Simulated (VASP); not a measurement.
# K (Im-3m) in VASP: notebook

One crystal, K, is run at these levels: r2SCAN; tasks: single point.

Program: VASP 6.6.1. These are calculated values, not measurements. Logs are shortened: lines on timing, memory, paths and dates and some standing lists are left out, and cuts for length are marked.

### 1 The structure

The structure is cubic, space group Im-3m (No. 229). Conventional cell: a = 5.395 Å, b = 5.395 Å, c = 5.395 Å, α = 90.00°, β = 90.00°, γ = 90.00°.

### 2 Single point, r2SCAN

INCAR reads:

```
SYSTEM = K
ADDGRID = .False.
ALGO = Normal
EDIFF = 1E-6
ENCUT = 450
ISIF = 2
ISMEAR = -1
LASPH = .True.
LCHARG = .False.
LMIXTAU = .True.
LREAL = .False.
LWAVE = .False.
METAGGA = R2SCAN
NBANDS = 10
NELM = 100
PREC = Accurate
SIGMA = 0.15
```

KPOINTS reads:

```
k-points
0
Gamma
  3 3 3
  0 0 0
```

POSCAR reads:

```
K
1.0
   -2.6491090000      2.6630490000      2.6437420000
    2.6773590000     -2.6874940000      2.6964360000
    2.7342160000      2.7726000000     -2.6681870000
K
1
Direct
   -0.0060180000      0.0074470000      0.0002300000
```

Potentials or basis: VASP PAW PBE potentials, release 64 (K_pv).

Run with:

```bash
> cat potpaw_PBE.64/K_pv/POTCAR > POTCAR
> mpirun -np 1 vasp_std > vasp.out
```

OUTCAR:

```text
SYSTEM = K
   EDIFF = 1E-6
   ENCUT = 450
   ISIF = 2
   ISMEAR = -1
   LASPH = .True.
   LREAL = .False.
   METAGGA = R2SCAN
   NELM = 100
   PREC = Accurate

 Found     14 irreducible k-points:

 Following reciprocal coordinates:
            Coordinates               Weight
  0.000000  0.000000  0.000000      1.000000
  0.333333  0.000000 -0.000000      2.000000
  0.000000  0.333333  0.000000      2.000000
  0.333333  0.333333  0.000000      2.000000
 -0.333333  0.333333  0.000000      2.000000
  0.000000  0.000000  0.333333      2.000000
   k-points           NKPTS =     14   k-points in BZ     NKDIM =     14   number of bands    NBANDS=     10
   number of dos      NEDOS =    301   number of ions     NIONS =      1
   total plane-waves  NPLWV =  36864
   dimension x,y,z NGX =    32 NGY =   32 NGZ =   36
   dimension x,y,z NGXF=    64 NGYF=   64 NGZF=   72
   ions per type =               1
   NGX,Y,Z   is equivalent  to a cutoff of  11.58, 11.43, 12.68 a.u.
   NGXF,Y,Z  is equivalent  to a cutoff of  23.16, 22.86, 25.36 a.u.
 SYSTEM =  K
   PREC   = accura    normal or accurate (medium, high low for compatibility)
   ISTART =      0    job   : 0-new  1-cont  2-samecut
   ICHARG =      2    charge: 1-file 2-atom 10-const
   ISPIN  =      1    spin polarized calculation?
   LNONCOLLINEAR =      F non collinear calculations
   LSORBIT =      F    spin-orbit coupling
   LASPH  =      T    aspherical Exc in radial PAW
   ENCUT  =  450.0 eV  33.07 Ry    5.75 a.u.   7.94  8.05  8.16*2*pi/ulx,y,z
   NELM   =    100;   NELMIN=  2; NELMDL= -5     # of ELM steps
   EDIFF  = 0.1E-05   stopping-criterion for ELM
   LREAL  =      F    real-space projection
   EDIFFG = 0.1E-04   stopping-criterion for IOM
   NSW    =      0    number of steps for IOM
   IBRION =     -1    ionic relax: 0-MD 1-quasi-New 2-CG
   NFREE  =      0    steps in history (QN), initial steepest desc. (CG)
   ISIF   =      2    stress and relaxation
   ISYM   =      2    0-nonsym 1-usesym 2-fastsym
   POTIM  = 0.5000    time-step for ionic-motion
   TEBEG  =    0.0;   TEEND  =   0.0 temperature during run
   PSTRESS=    0.0 pullay stress
   NELECT =       7.0000    total number of electrons
   NUPDOWN=      -1.0000    fix difference up-down
   EMIN   =  10.00;   EMAX   =-10.00  energy-range for DOS
   EFERMI =   0.00;   METHOD = LEGACY
   ISMEAR =    -1;   SIGMA  =   0.15  broadening in eV -4-tet -1-fermi 0-gaus
   EFERMI_NEDOS =   21; number of points for ismear=-14 and -15
   IALGO  =     38    algorithm
   IMIX   =      4    mixing-type and parameters
     AMIX     =   0.40;   BMIX     =  1.00
     AMIX_MAG =   1.60;   BMIX_MAG =  1.00
  volume/ion in A,a.u.               =      78.52       529.87
  Fermi-wavevector in a.u.,A,eV,Ry     =   0.731335  1.382024  7.277098  0.534852
  Thomas-Fermi vector in A             =   1.823527
   LORBIT       =      0    0 simple, 1 ext, 2 COOP (PROOUT), +10 PAW based schemes
   METAGGA = R2SCAN    functional components
   LHFCALC =     F    Hartree Fock is set to
   AEXX    =    0.0000 exact exchange contribution
   IVDW    =     0    specifies the selected vdW correction
   LEPSILON=     F    determine dielectric tensor
   LRPA    =     F    only Hartree local field effects (RPA)
 non-spin polarized calculation
  energy-cutoff  :      450.00
  volume of cell :       78.52
 maximum number of plane-waves:      1713
   NGX = 15   NGY = 17   NGZ = 17

 number of electron       7.0000000 magnetization

 Free energy of the ion-electron system (eV)
  ---------------------------------------------------
  ext. energy  EPLUGINS =         0.00000000
  ---------------------------------------------------
  free energy    TOTEN  =        -6.08592997 eV

  energy without entropy =       -6.06180286  energy(sigma->0) =       -6.07386642

 E-fermi :  -1.2639     XC(G=0):  -5.7878

 val. band max:       -2.0628689721   @ k =  -0.3333   0.3333   0.0000
 cond. band min:      -0.9475143281   @ k =   0.3333  -0.3333   0.3333
 fundamental gap:      1.1153546440
 Fermi energy:        -1.2639388251

 k-point     1 :       0.0000    0.0000    0.0000
  band No.  band energies     occupation
      1     -17.4947      2.00000
      2     -17.4943      2.00000
      3     -17.4938      2.00000
      4      -3.4260      2.00000
      5       3.4568      0.00000
      6       3.5198      0.00000
      7       3.6512      0.00000
      8       4.4975      0.00000
      9       4.5980      0.00000
     10       6.8421      0.00000

 k-point     2 :       0.3333    0.0000   -0.0000
  band No.  band energies     occupation
      1     -17.5387      2.00000
      2     -17.5085      2.00000
      3     -17.4941      2.00000
      4      -2.0744      1.99103
      5       1.1255      0.00000
      6       2.4874      0.00000
      7       4.3330      0.00000
      8       4.4395      0.00000
      9       4.6129      0.00000
     10       6.1027      0.00000

 k-point     3 :       0.0000    0.3333    0.0000
  band No.  band energies     occupation
      1     -17.5357      2.00000
      2     -17.5078      2.00000
      3     -17.4948      2.00000
      4      -2.0948      1.99217
      5       1.0730      0.00000
      6       2.4596      0.00000
      7       4.4095      0.00000
      8       4.4335      0.00000
      9       4.6849      0.00000
     10       6.1095      0.00000

 k-point     4 :       0.3333    0.3333    0.0000
  band No.  band energies     occupation
      1     -17.5376      2.00000
      2     -17.5310      2.00000
      3     -17.5013      2.00000
      4       0.0020      0.00043
      5       0.0585      0.00030
      6       0.6288      0.00001
      7       3.6813      0.00000
      8       4.5647      0.00000
      9       4.7218      0.00000
     10       6.4399      0.00000

 k-point     5 :      -0.3333    0.3333    0.0000
  band No.  band energies     occupation
      1     -17.5406      2.00000
      2     -17.5101      2.00000
      3     -17.4929      2.00000
      4      -2.0629      1.99032
      5       1.1549      0.00000
      6       2.5666      0.00000
      7       4.1913      0.00000
      8       4.4469      0.00000
      9       4.6076      0.00000
     10       6.0882      0.00000

 k-point     6 :       0.0000    0.0000    0.3333
  band No.  band energies     occupation
      1     -17.5332      2.00000
      2     -17.5064      2.00000
      3     -17.4947      2.00000
      4      -2.1434      1.99433
      5       0.9478      0.00000
      6       2.5635      0.00000
      7       4.4003      0.00000
      8       4.5882      0.00000
      9       4.7428      0.00000
     10       6.0693      0.00000

 [... further k-points ...]

------------------------ aborting loop because EDIFF is reached ----------------------------------------

  FORCE on cell =-STRESS in cart. coord.  units (eV):
  Direction    XX          YY          ZZ          XY          YZ          ZX
  --------------------------------------------------------------------------------------
  -------------------------------------------------------------------------------------
  Total       -0.0910007     -0.0910865     -0.0816788     -0.0656816      0.0203121     -0.0204424
  in kB       -1.8568743     -1.8586260     -1.6666606     -1.3402377      0.4144696     -0.4171289
  external PRESSURE =      -1.7940536 kB  Pullay stress =       0.0000000 kB

 VOLUME and BASIS-vectors are now :
 -----------------------------------------------------------------------------
  energy-cutoff  :      450.00
  volume of cell :       78.52
      direct lattice vectors                 reciprocal lattice vectors
    -2.649109000  2.663049000  2.643742000    -0.003889548  0.184877607  0.188126541
     2.677359000 -2.687494000  2.696436000     0.183848792 -0.002040834  0.186277758
     2.734216000  2.772600000 -2.668187000     0.181941348  0.181121382 -0.000133391

 POSITION                                       TOTAL-FORCE (eV/Angst)
 -----------------------------------------------------------------------------------
     -2.61260      2.62765      2.64730         0.000000      0.000000     -0.000000
 -----------------------------------------------------------------------------------
    total drift:                               -0.000001      0.000022      0.000011

  FREE ENERGIE OF THE ION-ELECTRON SYSTEM (eV)
  ---------------------------------------------------
  free  energy   TOTEN  =        -6.0859299703 eV

  energy  without entropy=       -6.0618028623  energy(sigma->0) =       -6.07386642
```

Run time: 45 s. Hardware: 1 thread of Intel Xeon Platinum 8559C (Emerald Rapids), shared host; peak memory 0.18 GiB.

These settings aren't checked as converged: the numbers below hold their error.

Results:

```yaml
Free_energy: -6.0859 eV
Pressure: -0.2 GPa
Band_gap_on_the_k_mesh: none (metal or under the smearing width)
```

Caveat: the k mesh is coarse (spacing up to 0.55 Å⁻¹), so the values aren't converged; the PAW data sets were made with another functional, which shifts forces and pressure a little.

### 3 Single point, r2SCAN

Edit INCAR of step 2 so:

```diff
@@ -4,3 +4,3 @@
 EDIFF = 1E-6
-ENCUT = 450
+ENCUT = 300
 ISIF = 2
```

KPOINTS reads:

```
k-points
0
Gamma
  4 4 4
  0 0 0
```

POSCAR reads:

```
K
1.0
   -2.6975585167      2.6975585167      2.6975585167
    2.6975585167     -2.6975585167      2.6975585167
    2.6975585167      2.6975585167     -2.6975585167
K
1
Direct
    0.0000000000      0.0000000000      0.0000000000
```

Potentials or basis: VASP PAW PBE potentials, release 64 (K_pv).

Run with:

```bash
> cat potpaw_PBE.64/K_pv/POTCAR > POTCAR
> mpirun -np 1 vasp_std > vasp.out
```

OUTCAR:

```text
SYSTEM = K
   EDIFF = 1E-6
   ENCUT = 300
   ISIF = 2
   ISMEAR = -1
   LASPH = .True.
   LREAL = .False.
   METAGGA = R2SCAN
   NELM = 100
   PREC = Accurate

 Found      8 irreducible k-points:

 Following reciprocal coordinates:
            Coordinates               Weight
  0.000000  0.000000  0.000000      1.000000
  0.250000  0.000000  0.000000     12.000000
  0.500000  0.000000  0.000000      6.000000
  0.250000  0.250000  0.000000     24.000000
  0.250000  0.250000  0.250000      2.000000
 -0.250000  0.250000  0.250000      6.000000
   k-points           NKPTS =      8   k-points in BZ     NKDIM =      8   number of bands    NBANDS=     10
   number of dos      NEDOS =    301   number of ions     NIONS =      1
   total plane-waves  NPLWV =  21952
   dimension x,y,z NGX =    28 NGY =   28 NGZ =   28
   dimension x,y,z NGXF=    56 NGYF=   56 NGZF=   56
   ions per type =               1
   NGX,Y,Z   is equivalent  to a cutoff of   9.96,  9.96,  9.96 a.u.
   NGXF,Y,Z  is equivalent  to a cutoff of  19.93, 19.93, 19.93 a.u.
 SYSTEM =  K
   PREC   = accura    normal or accurate (medium, high low for compatibility)
   ISTART =      0    job   : 0-new  1-cont  2-samecut
   ICHARG =      2    charge: 1-file 2-atom 10-const
   ISPIN  =      1    spin polarized calculation?
   LNONCOLLINEAR =      F non collinear calculations
   LSORBIT =      F    spin-orbit coupling
   LASPH  =      T    aspherical Exc in radial PAW
   ENCUT  =  300.0 eV  22.05 Ry    4.70 a.u.   6.60  6.60  6.60*2*pi/ulx,y,z
   NELM   =    100;   NELMIN=  2; NELMDL= -5     # of ELM steps
   EDIFF  = 0.1E-05   stopping-criterion for ELM
   LREAL  =      F    real-space projection
   EDIFFG = 0.1E-04   stopping-criterion for IOM
   NSW    =      0    number of steps for IOM
   IBRION =     -1    ionic relax: 0-MD 1-quasi-New 2-CG
   NFREE  =      0    steps in history (QN), initial steepest desc. (CG)
   ISIF   =      2    stress and relaxation
   ISYM   =      2    0-nonsym 1-usesym 2-fastsym
   POTIM  = 0.5000    time-step for ionic-motion
   TEBEG  =    0.0;   TEEND  =   0.0 temperature during run
   PSTRESS=    0.0 pullay stress
   NELECT =       7.0000    total number of electrons
   NUPDOWN=      -1.0000    fix difference up-down
   EMIN   =  10.00;   EMAX   =-10.00  energy-range for DOS
   EFERMI =   0.00;   METHOD = LEGACY
   ISMEAR =    -1;   SIGMA  =   0.15  broadening in eV -4-tet -1-fermi 0-gaus
   EFERMI_NEDOS =   21; number of points for ismear=-14 and -15
   IALGO  =     38    algorithm
   IMIX   =      4    mixing-type and parameters
     AMIX     =   0.40;   BMIX     =  1.00
     AMIX_MAG =   1.60;   BMIX_MAG =  1.00
  volume/ion in A,a.u.               =      78.52       529.87
  Fermi-wavevector in a.u.,A,eV,Ry     =   0.731335  1.382024  7.277097  0.534852
  Thomas-Fermi vector in A             =   1.823527
   LORBIT       =      0    0 simple, 1 ext, 2 COOP (PROOUT), +10 PAW based schemes
   METAGGA = R2SCAN    functional components
   LHFCALC =     F    Hartree Fock is set to
   AEXX    =    0.0000 exact exchange contribution
   IVDW    =     0    specifies the selected vdW correction
   LEPSILON=     F    determine dielectric tensor
   LRPA    =     F    only Hartree local field effects (RPA)
 non-spin polarized calculation
  energy-cutoff  :      300.00
  volume of cell :       78.52
 maximum number of plane-waves:       959
 NGX is ok and might be reduce to    28
   NGX = 13   NGY = 13   NGZ = 13

 number of electron       6.9999995 magnetization

 Free energy of the ion-electron system (eV)
  ---------------------------------------------------
  ext. energy  EPLUGINS =         0.00000000
  ---------------------------------------------------
  free energy    TOTEN  =        -5.97282214 eV

  energy without entropy =       -5.88828009  energy(sigma->0) =       -5.93055111

 E-fermi :  -1.2300     XC(G=0):  -5.7866

 val. band max:       -1.2509824637   @ k =   0.2500   0.2500   0.0000
 cond. band min:      -0.6388831242   @ k =   0.5000   0.0000   0.0000
 fundamental gap:      0.6120993395
 Fermi energy:        -1.2299713189

 k-point     1 :       0.0000    0.0000    0.0000
  band No.  band energies     occupation
      1     -17.4899      2.00000
      2     -17.4899      2.00000
      3     -17.4898      2.00000
      4      -3.4258      2.00000
      5       3.5652      0.00000
      6       3.5654      0.00000
      7       3.5654      0.00000
      8       4.5431      0.00000
      9       4.5431      0.00000
     10       7.0446      0.00000

 k-point     2 :       0.2500    0.0000    0.0000
  band No.  band energies     occupation
      1     -17.5179      2.00000
      2     -17.4991      2.00000
      3     -17.4898      2.00000
      4      -2.6565      1.99985
      5       1.9582      0.00000
      6       2.7884      0.00000
      7       4.1775      0.00000
      8       4.3427      0.00000
      9       4.4175      0.00000
     10       6.6923      0.00000

 k-point     3 :       0.5000    0.0000    0.0000
  band No.  band energies     occupation
      1     -17.5457      2.00000
      2     -17.5085      2.00000
      3     -17.4898      2.00000
      4      -0.6389      0.03813
      5      -0.5995      0.02945
      6       2.2846      0.00000
      7       4.1801      0.00000
      8       4.9777      0.00000
      9       5.1742      0.00000
     10       5.6254      0.00000

 k-point     4 :       0.2500    0.2500    0.0000
  band No.  band energies     occupation
      1     -17.5353      2.00000
      2     -17.5131      2.00000
      3     -17.4955      2.00000
      4      -1.2510      1.06992
      5       0.7690      0.00000
      6       1.3856      0.00000
      7       3.9649      0.00000
      8       4.3447      0.00000
      9       5.1466      0.00000
     10       6.1331      0.00000

 k-point     5 :       0.2500    0.2500    0.2500
  band No.  band energies     occupation
      1     -17.5170      2.00000
      2     -17.5170      2.00000
      3     -17.5169      2.00000
      4       0.3090      0.00007
      5       0.3091      0.00007
      6       0.3091      0.00007
      7       2.2433      0.00000
      8       5.2788      0.00000
      9       5.2788      0.00000
     10       6.5536      0.00000

 k-point     6 :      -0.2500    0.2500    0.2500
  band No.  band energies     occupation
      1     -17.5187      2.00000
      2     -17.5092      2.00000
      3     -17.5091      2.00000
      4      -1.9340      1.98185
      5       1.8842      0.00000
      6       2.5929      0.00000
      7       2.5930      0.00000
      8       4.3482      0.00000
      9       4.4977      0.00000
     10       5.9502      0.00000

 [... further k-points ...]

------------------------ aborting loop because EDIFF is reached ----------------------------------------

  FORCE on cell =-STRESS in cart. coord.  units (eV):
  Direction    XX          YY          ZZ          XY          YZ          ZX
  --------------------------------------------------------------------------------------
  -------------------------------------------------------------------------------------
  Total       -0.0106992     -0.0106992     -0.0106992     -0.0000000     -0.0000000      0.0000000
  in kB       -0.2183183     -0.2183183     -0.2183183     -0.0000000     -0.0000000      0.0000000
  external PRESSURE =      -0.2183183 kB  Pullay stress =       0.0000000 kB

 VOLUME and BASIS-vectors are now :
 -----------------------------------------------------------------------------
  energy-cutoff  :      300.00
  volume of cell :       78.52
      direct lattice vectors                 reciprocal lattice vectors
    -2.697558517  2.697558517  2.697558517     0.000000000  0.185352791  0.185352791
     2.697558517 -2.697558517  2.697558517     0.185352791  0.000000000  0.185352791
     2.697558517  2.697558517 -2.697558517     0.185352791  0.185352791  0.000000000

 POSITION                                       TOTAL-FORCE (eV/Angst)
 -----------------------------------------------------------------------------------
      0.00000      0.00000      0.00000         0.000000      0.000000      0.000000
 -----------------------------------------------------------------------------------
    total drift:                                0.000000     -0.000000     -0.000000

  FREE ENERGIE OF THE ION-ELECTRON SYSTEM (eV)
  ---------------------------------------------------
  free  energy   TOTEN  =        -5.9728221353 eV

  energy  without entropy=       -5.8882800908  energy(sigma->0) =       -5.93055111
```

OSZICAR:

```text
N       E                     dE             d eps       ncg     rms          rms(c)
DAV:   1     0.727049199255E+01    0.72705E+01   -0.25337E+03   168   0.334E+02
DAV:   2    -0.636818013967E+01   -0.13639E+02   -0.13573E+02   182   0.815E+01
DAV:   3    -0.655998356870E+01   -0.19180E+00   -0.19173E+00   218   0.847E+00
[... 12 lines left out ...]
DAV:  16    -0.597283366250E+01    0.12028E-02   -0.15507E-03   160   0.221E-01    0.637E-03
DAV:  17    -0.597278793536E+01    0.45727E-04   -0.35232E-05   164   0.290E-02    0.562E-03
DAV:  18    -0.597279974963E+01   -0.11814E-04   -0.21453E-06   168   0.940E-03    0.400E-03
DAV:  19    -0.597282163726E+01   -0.21888E-04   -0.10298E-05   160   0.194E-02    0.365E-03
DAV:  20    -0.597282213531E+01   -0.49804E-06   -0.11190E-06   160   0.656E-03
   1 F= -.59728221E+01 E0= -.59305511E+01  d E =-.845420E-01
```

stdout:

```text
POSCAR found type information on POSCAR K
 POSCAR found :  1 types and       1 ions
 scaLAPACK will be used
 -----------------------------------------------------------------------------
|                                                                             |
|                                                                             |
|     You enforced a specific xc type in the INCAR file but a different       |
|     I HOPE YOU KNOW WHAT YOU ARE DOING!                                     |
|                                                                             |
 -----------------------------------------------------------------------------

 LDA part: xc-table for (None), standard interpolation
 POSCAR, INCAR and KPOINTS ok, starting setup
 FFT: planning ... GRIDC
 FFT: planning ... GRID_SOFT
 FFT: planning ... GRID
 WAVECAR not read
 entering main loop
```

Wall time 22 s (1 thread of Intel Xeon Platinum 8559C (Emerald Rapids), shared host); peak memory 0.15 GiB.

These settings aren't checked as converged: the numbers below hold their error.

What came out:

```yaml
Free_energy: -5.9728 eV
Pressure: 0.0 GPa
Band_gap_on_the_k_mesh: none (metal or under the smearing width)
```

Caveat: the k mesh is coarse (spacing up to 0.41 Å⁻¹), so the values aren't converged; the PAW data sets were made with another functional, which shifts forces and pressure a little.

[end of part 1 of 2]
